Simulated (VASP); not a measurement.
BaF2 (strained fluorite): one PBE single-point calculation in two programs

```xyz
3
Lattice="-0.0155 3.0972 3.0972 3.0972 -0.0155 3.0972 3.0817 3.0817 0.0000" Properties=species:S:1:pos:R:3 pbc="T T T"
Ba    0.0000    0.0000    0.0000
F     1.5408    1.5408    1.5553
F     4.6225    4.6225    4.6391
```

Each program uses its own PAW datasets. VASP's cell holds 24 valence electrons and Ansatz's 24. Ansatz's stress includes a Pulay correction; VASP's doesn't.

Cutoffs: 520 eV in VASP, 420 eV in Ansatz. k meshes: 8×8×8 and 8×8×8.

```csv
,VASP,Ansatz
gap between bands v and c,6.77 eV,6.84 eV
least direct gap,6.85 eV,6.94 eV
pressure,2.5 GPa,1.4 GPa
```

Band v is the last that the valence electrons fill when counted band by band, and c is the next. Levels in eV from the top of v, Ansatz:

```
point    v−1      v     c   c+1
    Γ  -0.10  -0.10  6.84  9.27
    X  -0.33  -0.17  7.31  9.09
    K  -0.23  -0.18  7.58  9.47
    L  -0.19  -0.17  9.21  9.22
    W  -0.31  -0.22  7.58  9.85
```

VASP:

```tsv
point	v−1	v	c	c+1
Γ	-0.09	-0.08	6.77	9.18
X	-0.34	-0.14	7.24	9.00
K	-0.20	-0.19	7.54	9.39
L	-0.18	-0.16	9.13	9.14
W	-0.32	-0.19	7.55	9.79
```
